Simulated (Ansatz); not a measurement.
# Thickness series of a Zr/GaN/Hf junction

Aim: the conductance of Zr/GaN/Hf junctions as the barrier thickens. The lower electrode is Zr hcp(0001), the upper one Hf hcp(0001); the barrier is GaN wurtzite(0001) (whole bilayers). In the first transport cell, after relaxation, the nearest pair of electrode and barrier is Zr–N at 2.12 Å, along the normal, at the lower face and Hf–Ga at 3.00 Å, at a slant, at the upper one. All share a net of side 3.22 Å, which strains the lower electrode by -0.3 %, the upper one by +0.6 % and the barrier by +0.0 %, against typed lattice constants near PBE's. The first steps treat the bulk electrodes alone.

Calculated with Ansatz 0.2.0; PBE DFT, plane waves, PAW files, in the first sound run; inputs show where later runs differ.

This is a report of a sequence of runs, with most program output left out.

### Step 1. Starting point

Symmetry: P6_3/mmc, No. 194, hexagonal system. Conventional cell: a = 3.220 Å, b = 3.220 Å, c = 5.181 Å, α = 90.00°, β = 90.00°, γ = 120.00°. Nearest to Zr lie 12 Zr at 3.19 to 3.22 Å.

Coordinates:

```cif
data_structure
_symmetry_space_group_name_H-M 'P 1'
_symmetry_Int_Tables_number 1
_cell_length_a 3.2200
_cell_length_b 3.2200
_cell_length_c 5.1812
_cell_angle_alpha 90.000
_cell_angle_beta 90.000
_cell_angle_gamma 120.000
_cell_volume 46.52
loop_
_atom_site_label
_atom_site_type_symbol
_atom_site_fract_x
_atom_site_fract_y
_atom_site_fract_z
_atom_site_occupancy
Zr1 Zr 0.00000 0.00000 0.00000 1
Zr2 Zr 0.33333 0.66667 0.50000 1
```

### Step 2. Layer spacing of the electrode, electrode Zr hcp(0001)

The electrode is held to the junction's net and relaxed along the normal; its spacing is used for the ideal lead layers.

input.yaml

```yaml
crystal:
  lattice:
    - [3.22, 0.0, 0.0]
    - [-1.61, 2.7886018002, 0.0]
    - [0.0, 0.0, 5.1812043344]
  atoms:
    - { symbol: Zr, position: [0.0, 0.0, 0.0] }
    - { symbol: Zr, position: [0.3333333333, 0.6666666667, 0.5] }
kpoints:
  mp_grid: { grid: [12, 12, 6] }
scf:
  occupations: { method: fermi_dirac, width: 0.1 }
  max_iter: 150
hamiltonian:
  xc: pbe
relax:
  f_tol: 0.01
  max_steps: 40
  cell: { fix: [a, b, angles] }
```

Command:

```bash
$ ansatz run input.yaml --threads 4 --pin off --max-ram 12288MiB --backend cpu --events-out ev --progress --plain --runs-dir out
```

The job ended after 3.4 s (4 threads of Arm Neoverse V1, shared host; peak memory 0.38 GiB).

Step by step:

```csv
step,energy less that of the first step (eV),largest force component (eV/Å),pressure (GPa),volume (Å³)
1,0.0000,0.0000,0.58,46.52
2,0.0000,0.0000,0.28,46.66
3,-0.0001,0.0000,0.38,46.61
4*,-0.0001,0.0000,0.38,46.61
```

Relaxation steps marked * repeat the geometry before them on a plane-wave basis chosen anew for their cell, so energy and pressure can jump there.

The run keeps the 24 symmetry operations that it works with, so distortions that break them were not tested.

| conventional cell, symmetrised | before | after | change |
| --- | --- | --- | --- |
| a (Å) | 3.220 | 3.220 | +0.0 % |
| b (Å) | 3.220 | 3.220 | +0.0 % |
| c (Å) | 5.181 | 5.191 | +0.2 % |
| volume (Å³/atom) | 23.26 | 23.31 | +0.2 % |

Final coordinates:

```xyz
2
Lattice="3.2200 0.0000 0.0000 -1.6100 2.7886 0.0000 0.0000 0.0000 5.1914" Properties=species:S:1:pos:R:3 pbc="T T T"
Zr    0.0000    0.0000    0.0000
Zr    0.0000    1.8591    2.5957
```

This step gave:

```
free energy  : -8367.7042 eV
Fermi energy : 13.96 eV
pressure     : 0.3812 GPa
```

The cell grew by 0.2 % in volume.

### Step 3. Layer spacing of the electrode, electrode Hf hcp(0001)

System of this step: Hf. It takes space group P6_3/mmc (No. 194, hexagonal). The conventional cell has a = 3.220 Å, b = 3.220 Å, c = 5.028 Å, α = 90.00°, β = 90.00°, γ = 120.00°. Hf has 12 Hf at 3.13 to 3.22 Å nearest.

input.yaml, the sections that differ from step 2:

```yaml
crystal:
  lattice:
    - [3.22, 0.0, 0.0]
    - [-1.61, 2.7886018002, 0.0]
    - [0.0, 0.0, 5.02790625]
  atoms:
    - { symbol: Hf, position: [0.0, 0.0, 0.0] }
    - { symbol: Hf, position: [0.3333333333, 0.6666666667, 0.5] }
# kpoints, scf, hamiltonian, relax: as in step 2
```

Wall time 5.2 s (4 threads); peak memory 0.41 GiB.

The steps of the relaxation:

```csv
step,energy less that of the first step (eV),largest force component (eV/Å),pressure (GPa),volume (Å³)
1,0.0000,0.0000,-0.05,45.15
2,-0.0002,0.0000,-1.14,45.61
3,-0.0008,0.0000,-0.67,45.41
4*,-0.0009,0.0000,-0.67,45.41
```

Relaxation steps marked * repeat the geometry before them on a plane-wave basis chosen anew for their cell, so energy and pressure can jump there.

The run keeps the 24 symmetry operations that it works with, so distortions that break them were not tested.

```csv
"conventional cell, symmetrised",before,after,change
a (Å),3.220,3.220,+0.0 %
b (Å),3.220,3.220,+0.0 %
c (Å),5.028,5.057,+0.6 %
volume (Å³/atom),22.57,22.70,+0.6 %
```

Final coordinates:

```cif
data_structure
_symmetry_space_group_name_H-M 'P 1'
_symmetry_Int_Tables_number 1
_cell_length_a 3.2200
_cell_length_b 3.2200
_cell_length_c 5.0567
_cell_angle_alpha 90.000
_cell_angle_beta 90.000
_cell_angle_gamma 120.000
_cell_volume 45.41
loop_
_atom_site_label
_atom_site_type_symbol
_atom_site_fract_x
_atom_site_fract_y
_atom_site_fract_z
_atom_site_occupancy
Hf1 Hf 0.00000 0.00000 0.00000 1
Hf2 Hf 0.33333 0.66667 0.50000 1
```

This step gave:

| Item | Value |
| --- | --- |
| free energy | -31442.7492 eV |
| Fermi energy | 19.58 eV |
| pressure | -0.6708 GPa |

The cell grew by 0.6 % in volume.

### Step 4. Relaxation

System of this step: Zr/GaN/Hf. The cell holds 16 atoms: 4 Zr, 4 N, 4 Ga and 4 Hf. Its edges and angles: a = 3.220 Å, b = 3.220 Å, c = 44.708 Å, α = 90.0°, β = 90.0°, γ = 120.0°. Vacuum lies along c.

Tunnelling depends exponentially on distance, so the interfaces are relaxed first. A short slab in vacuum serves: only the barrier and the layers next to it are taken over, and later cells can add or drop layers in the barrier's middle. The dipole correction removes the field that unlike faces would set up across the vacuum.

input.yaml

```yaml
crystal:
  lattice:
    - [3.22, 0.0, 0.0]
    - [-1.61, 2.7886018002, 0.0]
    - [0.0, 0.0, 44.7081578652]
  atoms:
    - { symbol: Zr, position: [0.0, 0.0, 0.1789382605] }
    - { symbol: Zr, position: [0.33333333, 0.66666667, 0.2368829912] }
    - { symbol: Zr, position: [0.0, 0.0, 0.2948277219] }
    - { symbol: Zr, position: [0.33333333, 0.66666667, 0.3527724526] }
    - { symbol: "N", position: [0.33333333, 0.66666667, 0.4089143318] }
    - { symbol: Ga, position: [0.66666667, 0.33333333, 0.4233304928] }
    - { symbol: "N", position: [0.66666667, 0.33333333, 0.4675166122] }
    - { symbol: Ga, position: [0.33333333, 0.66666667, 0.4819327731] }
    - { symbol: "N", position: [0.33333333, 0.66666667, 0.5261188925] }
    - { symbol: Ga, position: [0.66666667, 0.33333333, 0.5405350535] }
    - { symbol: "N", position: [0.66666667, 0.33333333, 0.5847211728] }
    - { symbol: Ga, position: [0.33333333, 0.66666667, 0.5991373338] }
    - { symbol: Hf, position: [0.66666667, 0.33333333, 0.6523708397] }
    - { symbol: Hf, position: [0.33333333, 0.66666667, 0.7086011397] }
    - { symbol: Hf, position: [0.66666667, 0.33333333, 0.7648314396] }
    - { symbol: Hf, position: [0.33333333, 0.66666667, 0.8210617395] }
kpoints:
  mp_grid: { grid: [8, 8, 1] }
scf:
  occupations: { method: fermi_dirac, width: 0.1 }
  max_iter: 150
hamiltonian:
  xc: pbe
efield:
  axis: 3
  dipole_correction: true
relax:
  f_tol: 0.04
  max_steps: 60
output:
  forces: true
```

The job ended after 83 s (4 threads; peak memory 1.5 GiB).

The steps of the relaxation:

```csv
step,energy less that of the first step (eV),largest force component (eV/Å)
1,0.0000,2.0679
2,-0.5432,0.8363
3,-0.6073,0.7530
4,-0.6326,0.1412
5,-0.6344,0.0524
6,-0.6348,0.0207
```

The run keeps the 6 symmetry operations that it works with, so distortions that break them were not tested.

The atoms that moved most (Å):

```
atom     dx     dy      dz  length
 Zr4  0.000  0.000   0.298   0.298
 Zr1  0.000  0.000   0.267   0.267
 Zr3  0.000  0.000   0.152   0.152
 Zr2  0.000  0.000   0.129   0.129
Hf16  0.000  0.000  -0.115   0.115
  N7  0.000  0.000  -0.100   0.100
  N9  0.000  0.000  -0.096   0.096
  N5  0.000  0.000  -0.095   0.095
```

This step gave:

* free energy: -96290.4539 eV
* Fermi energy: 8.937 eV

The largest force component on a free atom ends at 0.021 eV/Å. At one or more of this run's solves the program warned of density in the dipole ramp over its bound, where dipole, forces and levels can be off.

### Step 5. Transmission over a wide range of energy

This step: PBE DFT, plane waves, PAW files; ballistic transmission by layer matching between semi-infinite leads (Ansatz 0.2.0).

System of this step: Zr/GaN/Hf. The cell holds 30 atoms: 11 Zr, 4 N, 4 Ga and 11 Hf. Its edges and angles: a = 3.220 Å, b = 3.220 Å, c = 78.370 Å, α = 90.0°, β = 90.0°, γ = 120.0°. Regions: left electrode, 11 atoms (11 Zr); barrier, 8 atoms (4 N and 4 Ga); right electrode, 11 atoms (11 Hf). Vacuum lies along c.

The relaxed core is set between ideal electrode layers (this cell holds 8 atomic planes between the electrodes; where that differs from the relaxed slab, whole periods were copied in or cut out without a new relaxation), which the solver continues as semi-infinite leads. A wide energy window on a coarse mesh (12×12) shows where the Fermi level lies against the barrier's bands; the projected density of states shows how far the metals' states reach in.

input.yaml

```yaml
crystal:
  lattice:
    - [3.22, 0.0, 0.0]
    - [-1.61, 2.7886018002, 0.0]
    - [0.0, 0.0, 78.3700477507]
  atoms:
    - { symbol: Zr, position: [0.33333333, 0.66666667, 0.0893198384] }
    - { symbol: Zr, position: [0.0, 0.0, 0.1224406668] }
    - { symbol: Zr, position: [0.33333333, 0.66666667, 0.1555614952] }
    - { symbol: Zr, position: [0.0, 0.0, 0.1886823236] }
    - { symbol: Zr, position: [0.33333333, 0.66666667, 0.221803152] }
    - { symbol: Zr, position: [0.0, 0.0, 0.2549239804] }
    - { symbol: Zr, position: [0.33333333, 0.66666667, 0.2880448089] }
    - { symbol: Zr, position: [0.0, 0.0, 0.3211656373] }
    - { symbol: Zr, position: [0.33333333, 0.66666667, 0.3542864657] }
    - { symbol: Zr, position: [0.0, 0.0, 0.3874072941] }
    - { symbol: Zr, position: [0.33333333, 0.66666667, 0.4223197528] }
    - { symbol: "N", position: [0.33333333, 0.66666667, 0.4493309837] }
    - { symbol: Ga, position: [0.66666667, 0.33333333, 0.4576786491] }
    - { symbol: "N", position: [0.66666667, 0.33333333, 0.4827011779] }
    - { symbol: Ga, position: [0.33333333, 0.66666667, 0.4912027894] }
    - { symbol: "N", position: [0.33333333, 0.66666667, 0.5161887768] }
    - { symbol: Ga, position: [0.66666667, 0.33333333, 0.524706963] }
    - { symbol: "N", position: [0.66666667, 0.33333333, 0.5496730797] }
    - { symbol: Ga, position: [0.33333333, 0.66666667, 0.5589002481] }
    - { symbol: Hf, position: [0.66666667, 0.33333333, 0.5889748966] }
    - { symbol: Hf, position: [0.33333333, 0.66666667, 0.6203246537] }
    - { symbol: Hf, position: [0.66666667, 0.33333333, 0.6525863768] }
    - { symbol: Hf, position: [0.33333333, 0.66666667, 0.6848480999] }
    - { symbol: Hf, position: [0.66666667, 0.33333333, 0.717109823] }
    - { symbol: Hf, position: [0.33333333, 0.66666667, 0.7493715461] }
    - { symbol: Hf, position: [0.66666667, 0.33333333, 0.7816332692] }
    - { symbol: Hf, position: [0.33333333, 0.66666667, 0.8138949923] }
    - { symbol: Hf, position: [0.66666667, 0.33333333, 0.8461567154] }
    - { symbol: Hf, position: [0.33333333, 0.66666667, 0.8784184385] }
    - { symbol: Hf, position: [0.66666667, 0.33333333, 0.9106801616] }
kpoints:
  mp_grid: { grid: [12, 12, 1] }
scf:
  occupations: { method: fermi_dirac, width: 0.1 }
  max_iter: 150
hamiltonian:
  xc: pbe
output:
  transmission:
    kmesh: [12, 12]
    e_range: [-3, 3]
    de: 0.1
    leads: [[4, 6], [24, 26]]
  dos: { projected: true, e_range: [-6, 5], de: 0.05 }
  write_potential: true
  write_density: true
  volumetric_format: npy
  elf: true
```

Wall time 7.8 min (4 threads); peak memory 6.6 GiB.

Numbers from this step:

```yaml
free_energy: -235626.9375 eV
fermi_energy: 12.88 eV
level_to_which_the_leads_are_filled: 0 eV from the Fermi level
transmission_at_the_fermi_level_a_spin_zone_mean: 0.002826
channels_of_the_lower_lead: 0.7917
channels_of_the_upper_lead: 0.7083
potential_step_in_the_lower_lead: 67.7 meV
potential_step_in_the_upper_lead: 10.2 meV
```

One spin. Table of transmission, zone mean by energy, zero at the Fermi level:

```csv
energy (eV),"transmission, zone mean"
-3.00,0.233
-2.80,0.189
-2.60,0.191
-2.40,0.0204
-2.20,0.00418
-2.00,0.00191
-1.80,0.00273
-1.60,0.00713
-1.30,0.00550
-1.10,0.00272
-0.90,0.00280
-0.70,0.00265
-0.50,0.00941
-0.30,0.00739
-0.10,0.00543
0.00,0.00283
0.10,0.00164
0.30,6.1e-4
0.50,8.3e-4
0.70,0.00183
0.90,0.00233
1.10,0.00411
1.30,0.00208
1.60,3.0e-4
1.80,1.8e-4
2.00,2.4e-4
2.20,0.00222
2.40,0.00200
2.60,0.00458
2.70,0.0189
2.80,0.0112
3.00,0.0121
```

One spin. Table of open channels, zone mean by energy, zero at the Fermi level:

```
energy (eV)  lower lead  upper lead
      -3.00       0.542       0.854
      -2.80        0.75       0.812
      -2.60       0.792        0.75
      -2.40       0.875       0.708
      -2.20       0.708       0.458
      -2.00       0.785       0.618
      -1.80       0.660       0.479
      -1.60       0.576       0.576
      -1.30       0.896        1.02
      -1.10       0.993        1.52
      -0.90        1.48        1.52
      -0.70        1.44        1.21
      -0.50        1.06       0.333
      -0.30       0.479         0.5
      -0.10       0.625       0.569
       0.00       0.792       0.708
       0.10           1        0.75
       0.30        1.31        1.12
       0.50        1.06        1.22
       0.70        1.24        1.42
       0.90        1.25        1.32
       1.10        1.06       0.993
       1.30        1.31       0.979
       1.60        1.23        1.35
       1.80        1.12        1.12
       2.00       0.951        1.02
       2.20        1.08        1.03
       2.40        1.17       0.993
       2.60        1.09        1.17
       2.80        1.01        1.13
       3.00        1.09        1.09
```

Transmission over k1 and k2. At 0.0000 eV from the Fermi level; zeros and values more than six decades under the largest are shown at that floor.

log10 of the mean of each cell; the least values stand at a floor. Values, 12 rows by 12 columns:
```
-7.5 -7.5 -7.5 -7.5 -7.5 -7.5 -7.5 -7.5 -3.1 -3.8 -3.8 -3.1
-4.8 -7.5 -7.5 -7.5 -7.5 -7.5 -7.5 -7.5 -4.8 -3.8 -5.2 -3.8
-3.2 -7.5 -7.5 -7.5 -7.5 -7.5 -7.5 -7.5 -7.5 -3.2 -3.8 -3.8
-4.8 -7.5 -7.5 -7.5 -2.2 -1.6 -2.2 -7.5 -7.5 -7.5 -4.8 -3.1
-7.5 -7.5 -7.5 -7.5 -1.6 -1.5 -1.5 -1.6 -7.5 -7.5 -7.5 -7.5
-7.5 -7.5 -7.5 -7.5 -2.2 -1.5 -3.4 -1.5 -2.2 -7.5 -7.5 -7.5
-7.5 -7.5 -7.5 -7.5 -7.5 -1.6 -1.5 -1.5 -1.6 -7.5 -7.5 -7.5
-4.8 -3.1 -4.8 -7.5 -7.5 -7.5 -2.2 -1.6 -2.2 -7.5 -7.5 -7.5
-3.2 -3.8 -3.8 -3.2 -7.5 -7.5 -7.5 -7.5 -7.5 -7.5 -7.5 -7.5
-4.8 -3.8 -5.2 -3.8 -4.8 -7.5 -7.5 -7.5 -7.5 -7.5 -7.5 -7.5
-7.5 -3.1 -3.8 -3.8 -3.1 -7.5 -7.5 -7.5 -7.5 -7.5 -7.5 -7.5
-7.5 -7.5 -4.8 -3.2 -4.8 -7.5 -7.5 -7.5 -4.8 -3.2 -4.8 -7.5
```
Columns: k1 (b1) from -0.5 to 0.417; rows upwards: k2 (b2) from -0.5 to 0.417.

Open channels of the lower lead over k1 and k2. At 0.0000 eV from the Fermi level.

Ten even steps from '0' (0.00) to '9' (2.00):
```
000000009999
900000009999
900000000999
900099900099
000099990000
000099999000
000009999000
999000999000
999900000000
999990000000
099990000000
009990009990
```
Columns: k1 (b1) from -0.5 to 0.417; rows upwards: k2 (b2) from -0.5 to 0.417.

Open channels of the upper lead over k1 and k2. At 0.0000 eV from the Fermi level.

Values, 12 rows by 12 columns:
```
0.00 0.00 0.00 0.00 0.00 0.00 0.00 0.00 2.00 2.00 2.00 2.00
2.00 0.00 0.00 0.00 0.00 0.00 0.00 0.00 2.00 2.00 2.00 2.00
2.00 0.00 0.00 0.00 0.00 0.00 0.00 0.00 0.00 2.00 2.00 2.00
2.00 0.00 0.00 0.00 1.00 1.00 1.00 0.00 0.00 0.00 2.00 2.00
0.00 0.00 0.00 0.00 1.00 2.00 2.00 1.00 0.00 0.00 0.00 0.00
0.00 0.00 0.00 0.00 1.00 2.00 2.00 2.00 1.00 0.00 0.00 0.00
0.00 0.00 0.00 0.00 0.00 1.00 2.00 2.00 1.00 0.00 0.00 0.00
2.00 2.00 2.00 0.00 0.00 0.00 1.00 1.00 1.00 0.00 0.00 0.00
2.00 2.00 2.00 2.00 0.00 0.00 0.00 0.00 0.00 0.00 0.00 0.00
2.00 2.00 2.00 2.00 2.00 0.00 0.00 0.00 0.00 0.00 0.00 0.00
0.00 2.00 2.00 2.00 2.00 0.00 0.00 0.00 0.00 0.00 0.00 0.00
0.00 0.00 2.00 2.00 2.00 0.00 0.00 0.00 2.00 2.00 2.00 0.00
```
Columns: k1 (b1) from -0.5 to 0.417; rows upwards: k2 (b2) from -0.5 to 0.417.

Projected DOS an atom over height of the atomic layer and energy from the Fermi level. Layers: Zr Zr Zr Zr Zr Zr Zr Zr Zr Zr Zr N Ga N Ga N Ga N Ga Hf Hf Hf Hf Hf Hf Hf Hf Hf Hf Hf; projections on atoms miss part of the total, and the computed bands can run out at the top of the range; a column is the mean of 2 neighbouring layers, the last of those left over.

Ten even steps from '0' (0.00 states/eV) to '9' (1.81 states/eV), each cell a mean:
```
522222110111113
422222000222224
533333001332225
644442000355556
788882000278875
899995000488788
989995000489988
988874000255567
733342000233337
889993000477776
877763000367778
455542001455544
777783112234443
666664233354444
355543333243333
111114443134343
111114443122222
000003222112221
000003222111111
000002111011110
000002322000000
000001110000000
```
Columns: height of the atomic layer (Å) from 8.3 to 70.1 (not evenly spaced); rows upwards: energy from the Fermi level (eV) from -6 to 3.4.

ELF in the ca plane at fractional y = 0.667, with atoms of Zr and N and Ga and Hf within 0.2 Å of it. It is the smooth field of the valence electrons, not physical close to the nuclei.

Ten even steps from '0' (0.05) to '9' (0.80), each cell a mean:
```
21234213531244322101121211257753000122212467
22244213531244332110111211357763000122212467
33212212211231233102565321135532114564211255
89731343334312699615999841012211248999620122
75872577777416956947956961012000159659820011
63872588787416945947935971002000159538820011
99841444444413799725999951012111248999720012
44312212221321245202676421134422125775311244
```
Columns run along c (16.0 Å, from fractional 0.35 to 0.56 of the cell), rows up along a (3.2 Å). Atoms in or near the plane, at fractional coordinates: Zr at (0.35, 0.33), Zr at (0.42, 0.33), N at (0.45, 0.33), Ga at (0.49, 0.33), N at (0.52, 0.33).

Electrostatic potential energy in the ca plane at fractional y = 0.667, with atoms of Zr and N and Ga and Hf within 0.2 Å of it. With pseudopotentials it is smooth inside the atoms' cores, unlike the true potential.

Ten even steps from '0' (-56 eV) to '9' (15 eV), each cell a mean:
```
99999987778999999999998889999999999998899999
99999987778999999999998889999999999998899999
87899998889999877899999899999988999999999999
33479999999998533589877999998766799778999998
00158999999996200278512799997666687215999997
00058999999996200268501799997666686204999986
22479999999997422589856899998766799668999998
77899998889999877899999999999888999999999999
```
Columns run along c (16.0 Å, from fractional 0.35 to 0.56 of the cell; values clipped at the 3rd and 97th percentile), rows up along a (3.2 Å). Atoms in or near the plane, at fractional coordinates: Zr at (0.35, 0.33), Zr at (0.42, 0.33), N at (0.45, 0.33), Ga at (0.49, 0.33), N at (0.52, 0.33).

Valence density in the ca plane at fractional y = 0.667, with atoms of Zr and N and Ga and Hf within 0.2 Å of it. It is the smooth field of the valence electrons, not physical close to the nuclei.

Ten steps, logarithmic in the rise over the least value, from '0' (0 e/Å³) to '9' (25 e/Å³), each cell a mean:
```
00000012221000000000001110011110000011100011
00000012221000000000001110011110000011100011
22110001110000122100111110001111000111100011
45421000100001355311333210001344212343100001
55531000000013555533455310002698423554200013
65541000000013555533455310002699424554200013
55421000100002455422344210001355212443100002
22210001110000122100122110001121001122100011
```
Columns run along c (16.0 Å, from fractional 0.35 to 0.56 of the cell), rows up along a (3.2 Å). Atoms in or near the plane, at fractional coordinates: Zr at (0.35, 0.33), Zr at (0.42, 0.33), N at (0.45, 0.33), Ga at (0.49, 0.33), N at (0.52, 0.33).

At the Fermi level the transmission is 0.0028, as a zone mean for one spin on this coarse mesh. At the Fermi level the layers of this cell's barrier hold from 0.0057 to 0.13 states an eV and atom. In the worse lead the potential repeats within 68 meV, which the program flags as too much for a lead, so G carries that doubt.

(Part 1 of 3 ends here.)

[Logs are printed without paths, hosts, clocks, repeated set-up lines and the standing remarks that a program may print on its own settings, such as how far it seeks lower states.]

[Hosts, paths, dates, database ids (printed as entryN), source tags and the programs' standing remarks are cut or masked in the printed files.]
